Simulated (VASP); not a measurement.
# InP (Fm-3m) in VASP: notebook

One crystal, InP, is run at these levels: PBEsol; tasks: single point.

Program: VASP 6.6.1. These are calculated values, not measurements. Logs are shortened: lines on timing, memory, paths and dates and some standing lists are left out, and cuts for length are marked.

### 1 The structure

The structure is cubic, space group Fm-3m (No. 225). Conventional cell: a = 5.538 Å, b = 5.538 Å, c = 5.538 Å, α = 90.00°, β = 90.00°, γ = 90.00°. In (site symmetry m-3m) has 6 P at 2.77 Å as nearest neighbours. Around P (site symmetry m-3m) lie 6 In at 2.77 Å.

Measurements of this composition are mostly on another form, of space group No. 216.

### 2 Single point, PBEsol

File INCAR:

```
SYSTEM = InP
  PREC = Accurate
  ENCUT = 500
  EDIFF = 1E-6
  ISMEAR = 0
  SIGMA = 0.05
  LREAL = Auto
  LASPH = .True.
  NELM = 100
  ALGO = Normal
  ISIF = 2
  LWAVE = .False.
  LCHARG = .False.
  GGA = PS
  ADDGRID = .False.
```

File KPOINTS:

```
regular mesh
0
Gamma
  7 7 7
  0 0 0
```

File POSCAR:

```
InP
1.0
    0.0000000000      2.7688340000      2.7688340000
    2.7688340000      0.0000000000      2.7688340000
    2.7688340000      2.7688340000      0.0000000000
In P
1 1
Direct
    0.0000000000      0.0000000000      0.0000000000
    0.5000000000      0.5000000000      0.5000000000
```

Potentials or basis: VASP PAW PBE potentials, release 64 (In_d, P).

Run with:

```
$ cat potpaw_PBE.64/In_d/POTCAR potpaw_PBE.64/P/POTCAR > POTCAR
$ mpirun -np 1 vasp_std > vasp.out
```

OUTCAR:

```text
SYSTEM = InP
   PREC = Accurate
   ENCUT = 500
   EDIFF = 1E-6
   ISMEAR = 0
   LREAL = Auto
   LASPH = .True.
   NELM = 100
   ISIF = 2
   GGA = PS

 Found     20 irreducible k-points:

 Following reciprocal coordinates:
            Coordinates               Weight
  0.000000  0.000000  0.000000      1.000000
  0.142857  0.000000  0.000000      8.000000
  0.285714  0.000000  0.000000      8.000000
  0.428571  0.000000  0.000000      8.000000
  0.142857  0.142857  0.000000      6.000000
  0.285714  0.142857  0.000000     24.000000
   k-points           NKPTS =     20   k-points in BZ     NKDIM =     20   number of bands    NBANDS=     13
   number of dos      NEDOS =    301   number of ions     NIONS =      2
   total plane-waves  NPLWV =  27000
   dimension x,y,z NGX =    30 NGY =   30 NGZ =   30
   dimension x,y,z NGXF=    60 NGYF=   60 NGZF=   60
   ions per type =               1   1
   NGX,Y,Z   is equivalent  to a cutoff of  12.74, 12.74, 12.74 a.u.
   NGXF,Y,Z  is equivalent  to a cutoff of  25.47, 25.47, 25.47 a.u.
 SYSTEM =  InP
   PREC   = accura    normal or accurate (medium, high low for compatibility)
   ISTART =      0    job   : 0-new  1-cont  2-samecut
   ICHARG =      2    charge: 1-file 2-atom 10-const
   ISPIN  =      1    spin polarized calculation?
   LNONCOLLINEAR =      F non collinear calculations
   LSORBIT =      F    spin-orbit coupling
   LASPH  =      T    aspherical Exc in radial PAW
   ENCUT  =  500.0 eV  36.75 Ry    6.06 a.u.   7.14  7.14  7.14*2*pi/ulx,y,z
   NELM   =    100;   NELMIN=  2; NELMDL= -5     # of ELM steps
   EDIFF  = 0.1E-05   stopping-criterion for ELM
   LREAL  =      T    real-space projection
   EDIFFG = 0.1E-04   stopping-criterion for IOM
   NSW    =      0    number of steps for IOM
   IBRION =     -1    ionic relax: 0-MD 1-quasi-New 2-CG
   NFREE  =      0    steps in history (QN), initial steepest desc. (CG)
   ISIF   =      2    stress and relaxation
   ISYM   =      2    0-nonsym 1-usesym 2-fastsym
   POTIM  = 0.5000    time-step for ionic-motion
   TEBEG  =    0.0;   TEEND  =   0.0 temperature during run
   PSTRESS=    0.0 pullay stress
   NELECT =      18.0000    total number of electrons
   NUPDOWN=      -1.0000    fix difference up-down
   EMIN   =  10.00;   EMAX   =-10.00  energy-range for DOS
   EFERMI =   0.00;   METHOD = LEGACY
   ISMEAR =     0;   SIGMA  =   0.05  broadening in eV -4-tet -1-fermi 0-gaus
   EFERMI_NEDOS =   21; number of points for ismear=-14 and -15
   IALGO  =     38    algorithm
   IMIX   =      4    mixing-type and parameters
     AMIX     =   0.40;   BMIX     =  1.00
     AMIX_MAG =   1.60;   BMIX_MAG =  1.00
  volume/ion in A,a.u.               =      21.23       143.25
  Fermi-wavevector in a.u.,A,eV,Ry     =   1.229869  2.324115 20.579860  1.512577
  Thomas-Fermi vector in A             =   2.364739
   LORBIT       =      0    0 simple, 1 ext, 2 COOP (PROOUT), +10 PAW based schemes
   GGA     = PS    functional components
   LHFCALC =     F    Hartree Fock is set to
   AEXX    =    0.0000 exact exchange contribution
   IVDW    =     0    specifies the selected vdW correction
   LEPSILON=     F    determine dielectric tensor
   LRPA    =     F    only Hartree local field effects (RPA)
 non-spin polarized calculation
 Gauss-broadening in eV      SIGMA  =   0.05
  energy-cutoff  :      500.00
  volume of cell :       42.45
 maximum number of plane-waves:      1087
 NGX is ok and might be reduce to    30
   NGX = 15   NGY = 15   NGZ = 15

 number of electron      18.0000009 magnetization

 Free energy of the ion-electron system (eV)
  ---------------------------------------------------
  ext. energy  EPLUGINS =         0.00000000
  ---------------------------------------------------
  free energy    TOTEN  =        -8.78496924 eV

  energy without entropy =       -8.78318172  energy(sigma->0) =       -8.78407548

 E-fermi :   7.0374     XC(G=0): -10.5523

 val. band max:        6.8362242518   @ k =   0.2857   0.0000   0.0000
 cond. band min:       7.0374758102   @ k =   0.4286   0.0000   0.0000
 fundamental gap:      0.2012515585
 Fermi energy:         7.0373776748

 k-point     1 :       0.0000    0.0000    0.0000
  band No.  band energies     occupation
      1      -7.1889      2.00000
      2      -7.1889      2.00000
      3      -7.1668      2.00000
      4      -7.1668      2.00000
      5      -7.1668      2.00000
      6      -5.1095      2.00000
      7       6.6436      2.00000
      8       6.6436      2.00000
      9       6.6436      2.00000
     10       7.3942      0.00000
     11      13.9872      0.00000
     12      13.9872      0.00000
     13      13.9872      0.00000

 k-point     2 :       0.1429    0.0000    0.0000
  band No.  band energies     occupation
      1      -7.1992      2.00000
      2      -7.1992      2.00000
      3      -7.1677      2.00000
      4      -7.1528      2.00000
      5      -7.1528      2.00000
      6      -4.8553      2.00000
      7       4.6279      2.00000
      8       6.6869      2.00000
      9       6.6869      2.00000
     10       8.9903      0.00000
     11      12.8453      0.00000
     12      13.2668      0.00000
     13      13.2668      0.00000

 k-point     3 :       0.2857    0.0000    0.0000
  band No.  band energies     occupation
      1      -7.2264      2.00000
      2      -7.2264      2.00000
      3      -7.1725      2.00000
      4      -7.1167      2.00000
      5      -7.1167      2.00000
      6      -4.1322      2.00000
      7       2.3236      2.00000
      8       6.8362      2.00000
      9       6.8362      2.00000
     10       9.6262      0.00000
     11      11.5213      0.00000
     12      11.5213      0.00000
     13      12.2311      0.00000

 k-point     4 :       0.4286    0.0000    0.0000
  band No.  band energies     occupation
      1      -7.2487      2.00000
      2      -7.2487      2.00000
      3      -7.1782      2.00000
      4      -7.0869      2.00000
      5      -7.0869      2.00000
      6      -3.2137      2.00000
      7       0.5539      2.00000
      8       7.0375      0.99779
      9       7.0375      0.99778
     10       9.3793      0.00000
     11      10.4351      0.00000
     12      10.4351      0.00000
     13      12.0992      0.00000

 k-point     5 :       0.1429    0.1429    0.0000
  band No.  band energies     occupation
      1      -7.2271      2.00000
      2      -7.1798      2.00000
      3      -7.1775      2.00000
      4      -7.1466      2.00000
      5      -7.1466      2.00000
      6      -4.7586      2.00000
      7       4.8524      2.00000
      8       6.1758      2.00000
      9       6.1758      2.00000
     10       9.5811      0.00000
     11      11.7961      0.00000
     12      12.7164      0.00000
     13      13.9852      0.00000

 k-point     6 :       0.2857    0.1429    0.0000
  band No.  band energies     occupation
      1      -7.2712      2.00000
      2      -7.1908      2.00000
      3      -7.1801      2.00000
      4      -7.1268      2.00000
      5      -7.1128      2.00000
      6      -4.1636      2.00000
      7       3.1353      2.00000
      8       5.9305      2.00000
      9       6.2140      2.00000
     10       9.1833      0.00000
     11      11.3941      0.00000
     12      12.5139      0.00000
     13      13.3363      0.00000

 [... further k-points ...]

------------------------ aborting loop because EDIFF is reached ----------------------------------------

  FORCE on cell =-STRESS in cart. coord.  units (eV):
  Direction    XX          YY          ZZ          XY          YZ          ZX
  --------------------------------------------------------------------------------------
  -------------------------------------------------------------------------------------
  Total       -0.8770546     -0.8770546     -0.8770546     -0.0000000      0.0000000     -0.0000000
  in kB      -33.0991224    -33.0991224    -33.0991224     -0.0000000      0.0000000     -0.0000000
  external PRESSURE =     -33.0991224 kB  Pullay stress =       0.0000000 kB

 VOLUME and BASIS-vectors are now :
 -----------------------------------------------------------------------------
  energy-cutoff  :      500.00
  volume of cell :       42.45
      direct lattice vectors                 reciprocal lattice vectors
     0.000000000  2.768834000  2.768834000    -0.180581429  0.180581429  0.180581429
     2.768834000  0.000000000  2.768834000     0.180581429 -0.180581429  0.180581429
     2.768834000  2.768834000  0.000000000     0.180581429  0.180581429 -0.180581429

 POSITION                                       TOTAL-FORCE (eV/Angst)
 -----------------------------------------------------------------------------------
      0.00000      0.00000      0.00000         0.000000     -0.000000     -0.000000
      2.76883      2.76883      2.76883        -0.000000      0.000000      0.000000
 -----------------------------------------------------------------------------------
    total drift:                               -0.000000      0.000000      0.000000

  FREE ENERGIE OF THE ION-ELECTRON SYSTEM (eV)
  ---------------------------------------------------
  free  energy   TOTEN  =        -8.7849692385 eV

  energy  without entropy=       -8.7831817166  energy(sigma->0) =       -8.78407548
```

Wall time 8.1 s (1 thread of Intel Xeon 6975P-C (Granite Rapids), shared host); peak memory 0.16 GiB.

The run converged, but some of its settings lie outside the range that counts as converged, so its numbers aren't taken as properties of the crystal.

Results:

| Item | Value |
| --- | --- |
| Free energy | -8.7850 eV |
| Pressure | -3.3 GPa |
| Band gap on the k mesh | none (metal or under the smearing width) |

Caveat: the PAW data sets were made with another functional, which shifts forces and pressure a little.

### 3 Single point, PBEsol

INCAR, as its differences from that of step 2:

```diff
@@ -3,6 +3,6 @@
   ENCUT = 500
-  EDIFF = 1E-6
+  EDIFF = 1E-4
   ISMEAR = 0
   SIGMA = 0.05
-  LREAL = Auto
+  LREAL = .False.
   LASPH = .True.
```

KPOINTS is that of step 2.

POSCAR is that of step 2.

Potentials or basis: VASP PAW PBE potentials, release 64 (In_d, P).

Run with:

```
$ cat potpaw_PBE.64/In_d/POTCAR potpaw_PBE.64/P/POTCAR > POTCAR
$ mpirun -np 1 vasp_std > vasp.out
```

OUTCAR:

```text
SYSTEM = InP
   PREC = Accurate
   ENCUT = 500
   EDIFF = 1E-4
   ISMEAR = 0
   LREAL = .False.
   LASPH = .True.
   NELM = 100
   ISIF = 2
   GGA = PS

 Found     20 irreducible k-points:

 Following reciprocal coordinates:
            Coordinates               Weight
  0.000000  0.000000  0.000000      1.000000
  0.142857  0.000000  0.000000      8.000000
  0.285714  0.000000  0.000000      8.000000
  0.428571  0.000000  0.000000      8.000000
  0.142857  0.142857  0.000000      6.000000
  0.285714  0.142857  0.000000     24.000000
   k-points           NKPTS =     20   k-points in BZ     NKDIM =     20   number of bands    NBANDS=     13
   number of dos      NEDOS =    301   number of ions     NIONS =      2
   total plane-waves  NPLWV =  27000
   dimension x,y,z NGX =    30 NGY =   30 NGZ =   30
   dimension x,y,z NGXF=    60 NGYF=   60 NGZF=   60
   ions per type =               1   1
   NGX,Y,Z   is equivalent  to a cutoff of  12.74, 12.74, 12.74 a.u.
   NGXF,Y,Z  is equivalent  to a cutoff of  25.47, 25.47, 25.47 a.u.
 SYSTEM =  InP
   PREC   = accura    normal or accurate (medium, high low for compatibility)
   ISTART =      0    job   : 0-new  1-cont  2-samecut
   ICHARG =      2    charge: 1-file 2-atom 10-const
   ISPIN  =      1    spin polarized calculation?
   LNONCOLLINEAR =      F non collinear calculations
   LSORBIT =      F    spin-orbit coupling
   LASPH  =      T    aspherical Exc in radial PAW
   ENCUT  =  500.0 eV  36.75 Ry    6.06 a.u.   7.14  7.14  7.14*2*pi/ulx,y,z
[... 72 lines left out ...]
     13      13.9867      0.00000
[... 66 lines left out ...]
  band No.  band energies     occupation
      1      -7.2741      2.00000
      2      -7.1938      2.00000
      3      -7.1828      2.00000
      4      -7.1295      2.00000
      5      -7.1155      2.00000
      6      -4.1636      2.00000
      7       3.1347      2.00000
      8       5.9303      2.00000
      9       6.2137      2.00000
     10       9.1820      0.00000
     11      11.3928      0.00000
     12      12.5125      0.00000
     13      13.3352      0.00000

 [... further k-points ...]

------------------------ aborting loop because EDIFF is reached ----------------------------------------

  FORCE on cell =-STRESS in cart. coord.  units (eV):
  Direction    XX          YY          ZZ          XY          YZ          ZX
  --------------------------------------------------------------------------------------
  -------------------------------------------------------------------------------------
  Total       -0.7904144     -0.7904144     -0.7904144     -0.0000000     -0.0000000      0.0000000
  in kB      -29.8294094    -29.8294094    -29.8294094     -0.0000000     -0.0000000      0.0000000
  external PRESSURE =     -29.8294094 kB  Pullay stress =       0.0000000 kB

 VOLUME and BASIS-vectors are now :
 -----------------------------------------------------------------------------
  energy-cutoff  :      500.00
  volume of cell :       42.45
      direct lattice vectors                 reciprocal lattice vectors
     0.000000000  2.768834000  2.768834000    -0.180581429  0.180581429  0.180581429
     2.768834000  0.000000000  2.768834000     0.180581429 -0.180581429  0.180581429
     2.768834000  2.768834000  0.000000000     0.180581429  0.180581429 -0.180581429

 POSITION                                       TOTAL-FORCE (eV/Angst)
 -----------------------------------------------------------------------------------
      0.00000      0.00000      0.00000        -0.000000      0.000000      0.000000
      2.76883      2.76883      2.76883         0.000000     -0.000000     -0.000000
 -----------------------------------------------------------------------------------
    total drift:                               -0.000000      0.000000      0.000000

  FREE ENERGIE OF THE ION-ELECTRON SYSTEM (eV)
  ---------------------------------------------------
  free  energy   TOTEN  =        -8.7841558432 eV

  energy  without entropy=       -8.7823631164  energy(sigma->0) =       -8.78325948
```

stdout:

```text
POSCAR found type information on POSCAR InP
 POSCAR found :  2 types and       2 ions
 scaLAPACK will be used
 -----------------------------------------------------------------------------
|                                                                             |
|                                                                             |
|     You enforced a specific xc type in the INCAR file but a different       |
|     I HOPE YOU KNOW WHAT YOU ARE DOING!                                     |
|                                                                             |
 -----------------------------------------------------------------------------

 LDA part: xc-table for (Slater+PW92), standard interpolation
 POSCAR, INCAR and KPOINTS ok, starting setup
 FFT: planning ... GRIDC
 FFT: planning ... GRID_SOFT
 FFT: planning ... GRID
 WAVECAR not read
 entering main loop
```

Run time: 4.3 s. Hardware: 1 thread of Intel Xeon 6975P-C (Granite Rapids), shared host; peak memory 0.16 GiB.

The run converged, but some of its settings lie outside the range that counts as converged, so its numbers aren't taken as properties of the crystal.

Results:

```yaml
Free_energy: -8.7842 eV
Pressure: -3.0 GPa
Band_gap_on_the_k_mesh: none (metal or under the smearing width)
```

Caveat: the PAW data sets were made with another functional, which shifts forces and pressure a little.

(Continued in part 2 of 2.)
